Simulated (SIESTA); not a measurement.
HfB2:

```xyz
3
Lattice="3.1400 0.0000 0.0000 -1.5700 2.7193 0.0000 0.0000 0.0000 3.4800" Properties=species:S:1:pos:R:3 pbc="T T T"
Hf    0.0000    0.0000    0.0000
B     1.5700    0.9064    1.7400
B     0.0000    1.8129    1.7400
```

Base run:

| Item | Value |
| --- | --- |
| Program | SIESTA 5.4.2 |
| Functional | PBE |
| Potentials or basis | PseudoDojo 0.4 standard (PBE files) |
| Basis | TZDP (energy shift 0.003 Ry; two zetas on semicore shells) |
| Grid cutoff | 800 Ry |
| Energy shift | 0.003 Ry |
| k mesh | 7 × 7 × 6 |
| Occupations | fermi-dirac, width 0.05 eV |
| Spin | no spin polarisation |

Its results: band gap on the k mesh none (metal or under the smearing width); pressure 2.8 GPa.

Task: The run is repeated on the same cell with these changes: basis from TZDP (energy shift 0.003 Ry; two zetas on semicore shells) to SZP (energy shift 0.003 Ry). What comes out?

Result: Band gap on the k mesh none (metal or under the smearing width); pressure 6.6 GPa.

Caveats: short orbitals over semicore shells can move pressures by several GPa; the basis of atomic orbitals isn't converged, which shifts pressures, moduli and gaps.
